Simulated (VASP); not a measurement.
# ZnO (zincite) (P6_3mc) in VASP: notebook, part 3 of 3

VASP 6.6.1. The steps go on from the part before.

### Step 6. Relaxation of shape and atoms at fixed volume, PBEsol (a relaxed cell with its volume scaled by 1.04)

Input file INCAR:

```
SYSTEM = ZnO
PREC = Accurate ; ENCUT = 600
EDIFF = 1E-7 ; ISMEAR = 0
SIGMA = 0.03 ; LREAL = .FALSE.
LASPH = .TRUE. ; NELM = 80
ALGO = Fast ; ISIF = 4
LWAVE = .FALSE. ; LCHARG = .FALSE.
GGA = PS ; IBRION = 2
NSW = 40 ; EDIFFG = -0.01
```

Input file KPOINTS:

```
regular mesh
0
G
  9 9 5
  0 0 0
```

Input file POSCAR:

```
ZnO                                     
1.0
    3.2793546531      0.0000000000      0.0000000000
   -1.6396773265      2.8400044375      0.0000000000
    0.0000000000      0.0000000000      5.2926055599
  Zn              O             
     2     2
Direct
     0.3333333332999970    0.6666666667000030    0.4999835655487185
     0.6666666667000030    0.3333333332999970    0.9999835655487185
     0.6666666667000030    0.3333333332999970    0.3790264344512824
     0.3333333332999970    0.6666666667000030    0.8790264344512825
```

Potentials or basis: VASP PAW PBE potentials, release 64 (Zn, O).

Launch:

```
> cat potpaw_PBE.64/Zn/POTCAR potpaw_PBE.64/O/POTCAR > POTCAR
> mpirun -np 1 vasp_std > vasp.out
```

OUTCAR:

```text
SYSTEM = ZnO
   PREC = Accurate
   ENCUT = 600
   EDIFF = 1E-7
   ISMEAR = 0
   LREAL = .FALSE.
   LASPH = .TRUE.
   NELM = 80
   ISIF = 4
   GGA = PS
   IBRION = 2
   NSW = 40
   EDIFFG = -0.01

 ion  position               nearest neighbor table
   1  0.333  0.667  0.500-   3 2.00   3 2.00   3 2.00   4 2.01
   2  0.667  0.333  1.000-   4 2.00   4 2.00   4 2.00   3 2.01
   3  0.667  0.333  0.379-   1 2.00   1 2.00   1 2.00   2 2.01
   4  0.333  0.667  0.879-   2 2.00   2 2.00   2 2.00   1 2.01

  LATTYP: Found a hexagonal cell.
 ALAT       =     3.2793546531
 C/A-ratio  =     1.6139167976

  Lattice vectors:

 A1 = (   3.2793546531,   0.0000000000,   0.0000000000)
 A2 = (  -1.6396773265,   2.8400044375,   0.0000000000)
 A3 = (   0.0000000000,   0.0000000000,   5.2926055599)

Analysis of symmetry for initial positions (statically):
=====================================================================
 Subroutine PRICEL returns:
 Original cell was already a primitive cell.

 Routine SETGRP: Setting up the symmetry group for a
 hexagonal supercell.

 Subroutine GETGRP returns: Found 12 space group operations
 (whereof  6 operations were pure point group operations)
 out of a pool of 24 trial point group operations.

The static configuration has the point symmetry C_3v.
 The point group associated with its full space group is C_6v.

Analysis of symmetry for dynamics (positions and initial velocities):
=====================================================================
 Subroutine PRICEL returns:
 Original cell was already a primitive cell.

 Routine SETGRP: Setting up the symmetry group for a
 hexagonal supercell.

 Subroutine GETGRP returns: Found 12 space group operations
 (whereof  6 operations were pure point group operations)
 out of a pool of 24 trial point group operations.

The dynamic configuration has the point symmetry C_3v.
 The point group associated with its full space group is C_6v.

 Subroutine INISYM returns: Found 12 space group operations
 (whereof  6 operations are pure point group operations),
 and found     1 'primitive' translations

----------------------------------------------------------------------------------------

                                     Primitive cell

  volume of cell :      49.2921

  direct lattice vectors                    reciprocal lattice vectors
     3.279354653  0.000000000  0.000000000     0.304938046  0.176056063  0.000000000
    -1.639677326  2.840004438  0.000000000     0.000000000  0.352112126  0.000000000
     0.000000000  0.000000000  5.292605560     0.000000000  0.000000000  0.188942854

  length of vectors
     3.279354653  3.279354653  5.292605560     0.352112126  0.352112126  0.188942854

  position of ions in fractional coordinates (direct lattice)
     0.333333333  0.666666667  0.499983566
     0.666666667  0.333333333  0.999983566
     0.666666667  0.333333333  0.379026434
     0.333333333  0.666666667  0.879026434

  ion indices of the primitive-cell ions
   primitive index   ion index
                 1           1
                 2           2
[... 26 lines left out ...]

 Found     36 irreducible k-points:

 Following reciprocal coordinates:
            Coordinates               Weight
  0.000000  0.000000  0.000000      1.000000
  0.111111  0.000000  0.000000      6.000000
  0.222222  0.000000  0.000000      6.000000
  0.333333  0.000000  0.000000      6.000000
  0.444444  0.000000  0.000000      6.000000
  0.111111  0.111111  0.000000      6.000000
[... 16 lines left out ...]
  0.333333  0.222222  0.200000     24.000000
  0.333333  0.333333  0.200000      4.000000
 [... further k-points ...]
   k-points           NKPTS =     36   k-points in BZ     NKDIM =     36   number of bands    NBANDS=     22
   number of dos      NEDOS =    301   number of ions     NIONS =      4
   total plane-waves  NPLWV =  32928
   dimension x,y,z NGX =    28 NGY =   28 NGZ =   42
   dimension x,y,z NGXF=    56 NGYF=   56 NGZF=   84
   ions per type =               2   2
   NGX,Y,Z   is equivalent  to a cutoff of  14.19, 14.19, 13.19 a.u.
   NGXF,Y,Z  is equivalent  to a cutoff of  28.39, 28.39, 26.39 a.u.
 SYSTEM =  ZnO
   PREC   = accura    normal or accurate (medium, high low for compatibility)
   ISTART =      0    job   : 0-new  1-cont  2-samecut
   ICHARG =      2    charge: 1-file 2-atom 10-const
   ISPIN  =      1    spin polarized calculation?
   LNONCOLLINEAR =      F non collinear calculations
   LSORBIT =      F    spin-orbit coupling
   LASPH  =      T    aspherical Exc in radial PAW
   ENCUT  =  600.0 eV  44.10 Ry    6.64 a.u.   6.55  6.55 10.57*2*pi/ulx,y,z
   NELM   =     80;   NELMIN=  2; NELMDL= -5     # of ELM steps
   EDIFF  = 0.1E-06   stopping-criterion for ELM
   LREAL  =      F    real-space projection
   EDIFFG = -.1E-01   stopping-criterion for IOM
   NSW    =     40    number of steps for IOM
   IBRION =      2    ionic relax: 0-MD 1-quasi-New 2-CG
   NFREE  =      1    steps in history (QN), initial steepest desc. (CG)
   ISIF   =      4    stress and relaxation
   ISYM   =      2    0-nonsym 1-usesym 2-fastsym
   POTIM  = 0.5000    time-step for ionic-motion
   TEBEG  =    0.0;   TEEND  =   0.0 temperature during run
   PSTRESS=    0.0 pullay stress
   NELECT =      36.0000    total number of electrons
   NUPDOWN=      -1.0000    fix difference up-down
   EMIN   =  10.00;   EMAX   =-10.00  energy-range for DOS
   EFERMI =   0.00;   METHOD = LEGACY
   ISMEAR =     0;   SIGMA  =   0.03  broadening in eV -4-tet -1-fermi 0-gaus
   EFERMI_NEDOS =   21; number of points for ismear=-14 and -15
   IALGO  =     68    algorithm
   IMIX   =      4    mixing-type and parameters
     AMIX     =   0.40;   BMIX     =  1.00
     AMIX_MAG =   1.60;   BMIX_MAG =  1.00
  volume/ion in A,a.u.               =      12.32        83.16
  Fermi-wavevector in a.u.,A,eV,Ry     =   1.474291  2.786007 29.572744  2.173535
  Thomas-Fermi vector in A             =   2.589081
   LORBIT       =      0    0 simple, 1 ext, 2 COOP (PROOUT), +10 PAW based schemes
   GGA     = PS    functional components
   LHFCALC =     F    Hartree Fock is set to
   AEXX    =    0.0000 exact exchange contribution
   IVDW    =     0    specifies the selected vdW correction
   LEPSILON=     F    determine dielectric tensor
   LRPA    =     F    only Hartree local field effects (RPA)
 conjugate gradient relaxation of ions
 non-spin polarized calculation
 RMM-DIIS sequential band-by-band and
 Gauss-broadening in eV      SIGMA  =   0.03
  energy-cutoff  :      600.00
  volume of cell :       49.29
 maximum number of plane-waves:      1677
 NGX is ok and might be reduce to    28
   NGX = 13   NGY = 13   NGZ = 21

 number of electron      36.0000014 magnetization

 Free energy of the ion-electron system (eV)
  ---------------------------------------------------
  ext. energy  EPLUGINS =         0.00000000
  ---------------------------------------------------
  free energy    TOTEN  =       -19.38603432 eV

  energy without entropy =      -19.38603432  energy(sigma->0) =      -19.38603432

 E-fermi :   0.9506     XC(G=0): -10.9992

 val. band max:        0.7405433705   @ k =   0.0000   0.0000   0.0000
 cond. band min:       1.3665985929   @ k =   0.0000   0.0000   0.0000
 fundamental gap:      0.6260552224
 Fermi energy:         0.9506213364

 k-point     1 :       0.0000    0.0000    0.0000
  band No.  band energies     occupation
      1     -17.0263      2.00000
      2     -16.3399      2.00000
      3      -4.8102      2.00000
      4      -4.8102      2.00000
      5      -4.7711      2.00000
      6      -4.7174      2.00000
[... 589 lines left out ...]
     21       8.3068      0.00000
     22       8.6508      0.00000

 [... further k-points ...]

------------------------ aborting loop because EDIFF is reached ----------------------------------------

  FORCE on cell =-STRESS in cart. coord.  units (eV):
  Direction    XX          YY          ZZ          XY          YZ          ZX
  --------------------------------------------------------------------------------------
  -------------------------------------------------------------------------------------
  Total       -1.6395587     -1.6395587     -1.6252837     -0.0000000      0.0000000      0.0000000
  in kB      -53.2918277    -53.2918277    -52.8278382     -0.0000000      0.0000000      0.0000000
  external PRESSURE =     -53.1371645 kB  Pullay stress =       0.0000000 kB

 VOLUME and BASIS-vectors are now :
 -----------------------------------------------------------------------------
  energy-cutoff  :      600.00
  volume of cell :       49.29
      direct lattice vectors                 reciprocal lattice vectors
     3.279354653  0.000000000  0.000000000     0.304938046  0.176056063  0.000000000
    -1.639677326  2.840004438  0.000000000     0.000000000  0.352112126  0.000000000
     0.000000000  0.000000000  5.292605560     0.000000000  0.000000000  0.188942854

 POSITION                                       TOTAL-FORCE (eV/Angst)
 -----------------------------------------------------------------------------------
     -0.00000      1.89334      2.64622         0.000000     -0.000000      0.000264
      1.63968      0.94667      5.29252        -0.000000      0.000000      0.000264
      1.63968      0.94667      2.00604        -0.000000      0.000000     -0.000264
     -0.00000      1.89334      4.65234         0.000000     -0.000000     -0.000264
 -----------------------------------------------------------------------------------
    total drift:                                0.000000      0.000001      0.000824

  FREE ENERGIE OF THE ION-ELECTRON SYSTEM (eV)
  ---------------------------------------------------
  free  energy   TOTEN  =       -19.3860343210 eV

  energy  without entropy=      -19.3860343210  energy(sigma->0) =      -19.38603432

 reached required accuracy - stopping structural energy minimisation
```

Wall time 25 s (1 thread of Intel Xeon 6975P-C (Granite Rapids), shared host); peak memory 0.2 GiB.

What came out:

- Free energy: -19.3860 eV
- Pressure after relaxing: -5.3 GPa
- Band gap on the k mesh: 0.63 eV, direct

Final structure:
```
Zn O
1.0
     3.27935    0.00000    0.00000
    -1.63968    2.84000    0.00000
     0.00000    0.00000    5.29261
Zn O
2 2
Direct
  0.33333 0.66667 0.49998
  0.66667 0.33333 0.99998
  0.66667 0.33333 0.37903
  0.33333 0.66667 0.87903
```

Levels at points of the mesh, in eV from the valence-band top:
```csv
k point,band 16,band 17,band 18,band 19,band 20,band 21
"(0.00, 0.00, 0.00)",-0.08,0.00,0.00,0.63,4.99,7.95
```

Caveat: the relaxation stopped at its first step, so nothing moved; the PAW data sets were made with another functional, which shifts forces and pressure a little.

### Step 7. Summary

| cell | gap on the mesh (eV) | pressure (GPa) |
| --- | --- | --- |
| atoms relaxed at fixed volume from: a relaxed cell with its volume scaled by 0.96 | 0.74 | 6.4 |
| atoms relaxed at fixed volume from: a relaxed cell with its volume scaled by 0.98 | 0.71 | 3.0 |
| atoms relaxed at fixed volume | 0.68 | -0.1 |
| atoms relaxed at fixed volume from: a relaxed cell with its volume scaled by 1.02 | 0.65 | -2.8 |
| atoms relaxed at fixed volume from: a relaxed cell with its volume scaled by 1.04 | 0.63 | -5.3 |

Alike in all rows: task relaxation of shape and atoms at fixed volume; level PBEsol; potentials or basis VASP PAW PBE potentials, release 64 (Zn, O); no spin polarisation; k mesh 9 × 9 × 5; cutoff (eV) 600; smearing gaussian 0.03 eV.

Caveats: the relaxation stopped at its first step, so nothing moved; the PAW data sets were made with another functional, which shifts forces and pressure a little.

Absolute energies hang on the potentials; compare differences alone.

### Step 8. Comparison with measurements

Step 4. Against the measured gap of ZnO, 3.37 eV (quoted in “Electronic structure of alkaline earth and post-transition metal oxides”, 2009, arxiv:0908.1581), the calculated 0.68 eV is off by -2.69 eV. So large a miss can be the level of theory's own, or it may mean another phase, state or a wrong row. The value is that of PBEsol, without temperature or zero-point motion. Semilocal functionals fall short of measured gaps as a rule.
